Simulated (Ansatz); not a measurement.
# BeTe (F-43m) in Ansatz: further runs

One crystal, BeTe, is run at these levels: m-r2SCAN; tasks: single point, equation of state.

Program: Ansatz 0.2.0. These are calculated values, not measurements. Logs are shortened: lines on timing, memory, paths and dates and some standing lists are left out, and cuts for length are marked.

### 1 The structure

The structure is cubic, space group F-43m (No. 216). The conventional cell has a = 5.540 Å, b = 5.540 Å, c = 5.540 Å, α = 90.00°, β = 90.00°, γ = 90.00°. Te (site symmetry -43m) has 4 Be at 2.40 Å as nearest neighbours. Be (site symmetry -43m) has 4 Te at 2.40 Å as nearest neighbours.

### 2 Single point, m-r2SCAN, 19.98 Å³/atom (volume scaled by 0.94)

The input, input.yaml:

```yaml
crystal:
  lattice:
    - [0.0, 2.7134535211, 2.7134535211]
    - [2.7134535211, 0.0, 2.7134535211]
    - [2.7134535211, 2.7134535211, 0.0]
  atoms:
    - { symbol: Te, position: [0.75, 0.75, 0.75] }
    - { symbol: Be, position: [0.0, 0.0, 0.0] }
hamiltonian:
  xc: mr2scan
  pseudopotentials: { kind: paw }
kpoints:
  mp_grid: { grid: [8, 8, 8] }
scf:
  occupations: { method: fermi_dirac, width: 0.05 }
output:
  forces: true
  stress: true
  eigenvalues: true
  write_density: true
  write_potential: true
  elf: true
  volumetric_format: npy
```

Potentials or basis: Ansatz PAW.

Started as:

```console
$ ansatz run input.yaml --threads 2 --pin off --max-ram 5120MiB --backend cpu --events-out ev --progress --plain --runs-dir out
```

The log of the run:

```text
Warning: RAYON_NUM_THREADS=2 ignored (pool sized by the plan → 2); use --threads N
Engine: ansatz 0.2.0, aarch64-unknown-linux-gnu
Pseudopotentials: kind: paw
Pseudopotential: Te, paw, valence charge 16, recommended cutoff 500 eV (meta_gga), Te.paw.azcp
Pseudopotential: Be, paw, valence charge 2, recommended cutoff 500 eV (meta_gga), Be.paw.azcp
Functional definition: m-r2SCAN
  exchange = m_r2scan_x
  correlation = m_r2scan_c
Crystal: 2 atoms, lattice volume = 39.957 Å³
Basis set: ecut = 500 eV, 965 PW (Γ), exchange–correlation on 120×120×120 points (64 copies of the dense FFT grid, shifted against one another)
Bands: 13, of which v1, the nominal top of the filled ones, is band 9 counted from 1 (8 counted from 0)
Symmetry: 24 space group operations
Space group: F-43m (ITA 216), of the structure as read, at distance tolerance 3.4e-5 Å
k-points: 29 of 512 (time reversal used)
Non-local potential: Te, projectors of the file, l = 0: 2, l = 1: 2, l = 2: 2, l = 3: 2
Non-local potential: Be, projectors of the file, l = 0: 2, l = 1: 2, l = 2: 1
PAW form: soft (Blöchl's): semilocal exchange-correlation on the pseudo side does not see the compensation charge
PAW frozen core: Te, regenerated for the run's functional (the file was generated under x = pbe(κ = 0.804, μ = 0.2195149727645171), c = pbe(β = 0.06672455060314922))
PAW frozen core: Be, regenerated for the run's functional (the file was generated under x = pbe(κ = 0.804, μ = 0.2195149727645171), c = pbe(β = 0.06672455060314922))
PAW one-centre angular grid: Te, 590 points (default); XC on 160 Gauss nodes
PAW one-centre angular grid: Be, 302 points (default); XC on 160 Gauss nodes
Initial density: superposition of atomic densities (neutral atoms: chi_scale 0, normalization atom), corrected by the library's trained network
Initial wavefunctions: pseudopotential atomic-orbital guess
Functional: x = mr2scan, c = mr2scan; τ floored in thin density (d = 2e-4 eV/Å³)
SCF iter   1: F=—  HF=-7088.908443 eV  |F-HF|=—  |Δ(HF+E_count)|=         —  Δρ=3.58e-3  dr2=7.45e-3  dr2_τ=2.37e-2  ethr=1.77e-3  ⟨swp⟩=5.7  Hψ=2335  notcnv=0
preconditioner: auto → none  [insulator: Δε(μ)=1.977 eV  Ē_g=11.625 eV  σ=0.050 eV  W_gap=1.00  n_scr=14 (ndim 8)  ℏωp=16.6 eV  f_vac=0.005  D(μ)=0.00/eV (n_scr^D=0)  ε∞_Penn≈3.0]
SCF iter   2: F=—  HF=-7088.947614 eV  |F-HF|=—  |Δ(HF+E_count)|=   3.92e-2  Δρ=1.80e-3  dr2=9.22e-4  dr2_τ=2.27e-5  ethr=4.14e-5  ⟨swp⟩=2.0  Hψ=841  notcnv=0
SCF iter   3: F=—  HF=-7088.948181 eV  |F-HF|=—  |Δ(HF+E_count)|=   5.67e-4  Δρ=6.31e-4  dr2=1.05e-4  dr2_τ=4.20e-6  ethr=5.12e-6  ⟨swp⟩=2.0  Hψ=638  notcnv=0
SCF iter   4: F=—  HF=-7088.948237 eV  |F-HF|=—  |Δ(HF+E_count)|=   5.60e-5  Δρ=1.68e-4  dr2=4.30e-6  dr2_τ=1.86e-7  ethr=5.82e-7  ⟨swp⟩=2.0  Hψ=493  notcnv=0
SCF iter   5: F=—  HF=-7088.948242 eV  |F-HF|=—  |Δ(HF+E_count)|=   4.58e-6  Δρ=3.24e-5  dr2=2.24e-7  dr2_τ=5.01e-9  ethr=2.39e-8  ⟨swp⟩=2.0  Hψ=493  notcnv=0
SCF iter   6: F=-7088.948242 eV  HF=-7088.948242 eV  |F-HF|=7.29e-9  |Δ(HF+E_count)|=   4.23e-7  Δρ=4.00e-6  dr2=4.14e-9  dr2_τ=6.02e-11  ethr=5.56e-10  ⟨swp⟩=10.5  Hψ=2785  notcnv=0
SCF 1 converged in 6 iterations: F = -7088.948242 eV  dr2 = 4.14e-9
SCF converged after 6 iterations
Free energy (F): -7088.948242 eV
Harris-Foulkes:  -7088.948242 eV  (|F-HF|=7.29e-9)
Internal energy: -7088.948242 eV  (E = F + TS)
E sigma→0 (E₀):  -7088.948242 eV
Fermi energy:    9.877673 eV
--- Per-component energies (eV) ---
  E_band       = -257.882123
  E_kinetic    = 202.817194
  E_local      = -1274.287130  (includes V_loc(G=0)·N_el)
  E_nonlocal   = -305.018140
  E_hartree    = 820.170176
  E_xc         = -134.985192
  E_vxc        = -134.963995  (∫ρ·V_xc dr)
  E_paw        = -4748.327584  (= ΣΔE_a)
  E_vpaw       = -394.376479  (= ΣTr[D̂ρ^β])
  E_aug_tail   = -0.000045  (compensation charges beyond the density's cutoff)
  E_vtau       = 7.606166  (kinetic-family band-sum trace: ∫τ·v_τ [+ j·A + Jᵃ·Aᵃ] dr)
  E_ewald      = -1649.590351
  E_core_change = 0.272828  (= ΣΔE_core)
  E_smearing   = -0.000000  (= −TS)
  E_closure    = 0.000000  (closes the sum)
  Σ components = -7088.948242   (vs F -7088.948242, Δ=0.00e0)
--- Forces (eV/Å), atoms counted from 1 ---
  atom   1  Te    -0.00000000     0.00000000     0.00000000
  atom   2  Be    -0.00000000     0.00000000     0.00000000
  max |Σ_I F_I| component: 3.45e-16 eV/Å
--- Stress (GPa, compression-positive) ---
        9.443440       0.000000      -0.000000
        0.000000       9.443440       0.000000
       -0.000000       0.000000       9.443440
  P = ⅓ Tr σ = 9.4434 GPa (94.434 kbar)
--- Band table (eV; the first three rows and the last of 29) ---
  k-point 0: bands = ["-28.4605", "-28.4605", "-28.4605", "-28.4333", "-28.4333", "-4.7696", "8.8560", "8.8560", "8.8560", "12.7480", "12.7480", "12.7480", "14.2643"]
  k-point 1: bands = ["-28.4599", "-28.4596", "-28.4596", "-28.4333", "-28.4333", "-4.5867", "7.3623", "8.5609", "8.5609", "13.0019", "13.1691", "13.1691", "15.3728"]
  k-point 2: bands = ["-28.4586", "-28.4575", "-28.4575", "-28.4328", "-28.4328", "-4.0737", "5.0165", "8.0244", "8.0244", "12.9092", "13.7773", "13.7773", "17.1359"]
  k-point 28: bands = ["-28.4562", "-28.4550", "-28.4480", "-28.4349", "-28.4305", "-2.3065", "3.5148", "4.3814", "4.9630", "14.6046", "14.8442", "15.3082", "15.9653"]
```

It took 2.9 s on 2 threads of Arm Neoverse V1, shared host; peak memory 0.41 GiB.

Results:

* Free energy: -7088.9482 eV
* Pressure: 9.4 GPa
* Band gap on the k mesh: 2.04 eV, indirect (least direct gap 3.89 eV)

Caveat: spin-orbit coupling is left out, which moves the levels of the heavy elements; the PAW data sets come from PBE, with cores solved anew for the run's functional, which leaves a small shift of forces and pressure.

### 3 Single point, m-r2SCAN, 20.40 Å³/atom (volume scaled by 0.96)

The input, input.yaml:

```yaml
crystal:
  lattice:
    - [0.0, 2.7325629784, 2.7325629784]
    - [2.7325629784, 0.0, 2.7325629784]
    - [2.7325629784, 2.7325629784, 0.0]
  atoms:
    - { symbol: Te, position: [0.75, 0.75, 0.75] }
    - { symbol: Be, position: [0.0, 0.0, 0.0] }
hamiltonian:
  xc: mr2scan
  pseudopotentials: { kind: paw }
kpoints:
  mp_grid: { grid: [8, 8, 8] }
scf:
  occupations: { method: fermi_dirac, width: 0.05 }
output:
  forces: true
  stress: true
  eigenvalues: true
```

Potentials or basis: Ansatz PAW.

Started as:

```console
$ ansatz run input.yaml --threads 2 --pin off --max-ram 5120MiB --backend cpu --events-out ev --progress --plain --runs-dir out
```

It took 2.3 s on 2 threads of Arm Neoverse V1, shared host; peak memory 0.41 GiB.

The run converged. Its results:

```
Free energy            : -7088.9932 eV
Pressure               : 7.5 GPa
Band gap on the k mesh : 2.10 eV, indirect (least direct gap 3.92 eV)
```

Caveat: spin-orbit coupling is left out, which moves the levels of the heavy elements; the PAW data sets come from PBE, with cores solved anew for the run's functional, which leaves a small shift of forces and pressure.

### 4 Single point, m-r2SCAN, 20.83 Å³/atom (volume scaled by 0.98)

input.yaml: that of step 3 with these lines changed.

```diff
@@ -2,5 +2,5 @@
   lattice:
-    - [0.0, 2.7325629784, 2.7325629784]
-    - [2.7325629784, 0.0, 2.7325629784]
-    - [2.7325629784, 2.7325629784, 0.0]
+    - [0.0, 2.7514088358, 2.7514088358]
+    - [2.7514088358, 0.0, 2.7514088358]
+    - [2.7514088358, 2.7514088358, 0.0]
   atoms:
```

Started as:

```console
$ ansatz run input.yaml --threads 2 --pin off --max-ram 5120MiB --backend cpu --events-out ev --progress --plain --runs-dir out
```

It took 2.3 s on 2 threads of Arm Neoverse V1, shared host; peak memory 0.41 GiB.

Results (log left out):

| Quantity | Value |
| --- | --- |
| Free energy | -7089.0285 eV |
| Pressure | 5.8 GPa |
| Band gap on the k mesh | 2.16 eV, indirect (least direct gap 3.95 eV) |

Caveat: spin-orbit coupling is left out, which moves the levels of the heavy elements; the PAW data sets come from PBE, with cores solved anew for the run's functional, which leaves a small shift of forces and pressure.

### 5 Single point, m-r2SCAN, 21.25 Å³/atom

input.yaml: that of step 4 with these lines changed.

```diff
@@ -2,5 +2,5 @@
   lattice:
-    - [0.0, 2.7514088358, 2.7514088358]
-    - [2.7514088358, 0.0, 2.7514088358]
-    - [2.7514088358, 2.7514088358, 0.0]
+    - [0.0, 2.77, 2.77]
+    - [2.77, 0.0, 2.77]
+    - [2.77, 2.77, 0.0]
   atoms:
```

Started as:

```console
$ ansatz run input.yaml --threads 2 --pin off --max-ram 5120MiB --backend cpu --events-out ev --progress --plain --runs-dir out
```

Run time: 2.3 s. Hardware: 2 threads of Arm Neoverse V1, shared host; peak memory 0.42 GiB.

Results (log left out):

- Free energy: -7089.0550 eV
- Pressure: 4.2 GPa
- Band gap on the k mesh: 2.22 eV, indirect (least direct gap 3.97 eV)

Caveat: spin-orbit coupling is left out, which moves the levels of the heavy elements; the PAW data sets come from PBE, with cores solved anew for the run's functional, which leaves a small shift of forces and pressure.

### 6 Single point, m-r2SCAN, 21.68 Å³/atom (volume scaled by 1.02)

input.yaml: that of step 5 with these lines changed.

```diff
@@ -2,5 +2,5 @@
   lattice:
-    - [0.0, 2.77, 2.77]
-    - [2.77, 0.0, 2.77]
-    - [2.77, 2.77, 0.0]
+    - [0.0, 2.7883449055, 2.7883449055]
+    - [2.7883449055, 0.0, 2.7883449055]
+    - [2.7883449055, 2.7883449055, 0.0]
   atoms:
@@ -19 +19,5 @@
   eigenvalues: true
+  write_density: true
+  write_potential: true
+  elf: true
+  volumetric_format: npy
```

Potentials or basis: Ansatz PAW.

Started as:

```console
$ ansatz run input.yaml --threads 2 --pin off --max-ram 5120MiB --backend cpu --events-out ev --progress --plain --runs-dir out
```

It took 3 s on 2 threads of Arm Neoverse V1, shared host; peak memory 0.42 GiB.

The run converged. Its results:

- Free energy: -7089.0735 eV
- Pressure: 2.8 GPa
- Band gap on the k mesh: 2.27 eV, indirect (least direct gap 4.00 eV)

Caveat: spin-orbit coupling is left out, which moves the levels of the heavy elements; the PAW data sets come from PBE, with cores solved anew for the run's functional, which leaves a small shift of forces and pressure.

### 7 Single point, m-r2SCAN, 22.10 Å³/atom (volume scaled by 1.04)

The input, input.yaml:

```yaml
crystal:
  lattice:
    - [0.0, 2.8064515486, 2.8064515486]
    - [2.8064515486, 0.0, 2.8064515486]
    - [2.8064515486, 2.8064515486, 0.0]
  atoms:
    - { symbol: Te, position: [0.75, 0.75, 0.75] }
    - { symbol: Be, position: [0.0, 0.0, 0.0] }
hamiltonian:
  xc: mr2scan
  pseudopotentials: { kind: paw }
kpoints:
  mp_grid: { grid: [8, 8, 8] }
scf:
  occupations: { method: fermi_dirac, width: 0.05 }
output:
  forces: true
  stress: true
  eigenvalues: true
```

Started as:

```console
$ ansatz run input.yaml --threads 2 --pin off --max-ram 5120MiB --backend cpu --events-out ev --progress --plain --runs-dir out
```

Wall time 2.4 s (2 threads of Arm Neoverse V1, shared host); peak memory 0.42 GiB.

The run converged. Its results:

| Item | Value |
| --- | --- |
| Free energy | -7089.0847 eV |
| Pressure | 1.5 GPa |
| Band gap on the k mesh | 2.32 eV, indirect (least direct gap 4.02 eV) |

Caveat: spin-orbit coupling is left out, which moves the levels of the heavy elements; the PAW data sets come from PBE, with cores solved anew for the run's functional, which leaves a small shift of forces and pressure.

### 8 Single point, m-r2SCAN, 22.53 Å³/atom (volume scaled by 1.06)

input.yaml: that of step 7 with these lines changed.

```diff
@@ -2,5 +2,5 @@
   lattice:
-    - [0.0, 2.8064515486, 2.8064515486]
-    - [2.8064515486, 0.0, 2.8064515486]
-    - [2.8064515486, 2.8064515486, 0.0]
+    - [0.0, 2.8243275181, 2.8243275181]
+    - [2.8243275181, 0.0, 2.8243275181]
+    - [2.8243275181, 2.8243275181, 0.0]
   atoms:
```

Started as:

```console
$ ansatz run input.yaml --threads 2 --pin off --max-ram 5120MiB --backend cpu --events-out ev --progress --plain --runs-dir out
```

It took 2.4 s on 2 threads of Arm Neoverse V1, shared host; peak memory 0.42 GiB.

Results (log left out):

```yaml
Free_energy: -7089.0892 eV
Pressure: 0.3 GPa
Band_gap_on_the_k_mesh: 2.36 eV, indirect (least direct gap 4.04 eV)
```

Caveat: spin-orbit coupling is left out, which moves the levels of the heavy elements; the PAW data sets come from PBE, with cores solved anew for the run's functional, which leaves a small shift of forces and pressure.

### 9 Equation of state, m-r2SCAN

Potentials or basis: Ansatz PAW.

This step only gathers the single runs of the series.

What came out:

* Equilibrium volume: 22.63 Å³/atom (rough: see the caveat)
* Bulk modulus: 59 GPa (rough)

Energy against volume, from the lowest point:
| volume (Å³/atom) | energy (meV/atom) |
| --- | --- |
| 19.979 | 70.49 |
| 20.404 | 48.01 |
| 20.829 | 30.37 |
| 21.254 | 17.12 |
| 21.679 | 7.88 |
| 22.104 | 2.28 |
| 22.529 | 0.00 |

Caveat: the minimum lies outside the volumes run; the PAW data sets were made with another functional, which shifts forces and pressure a little.
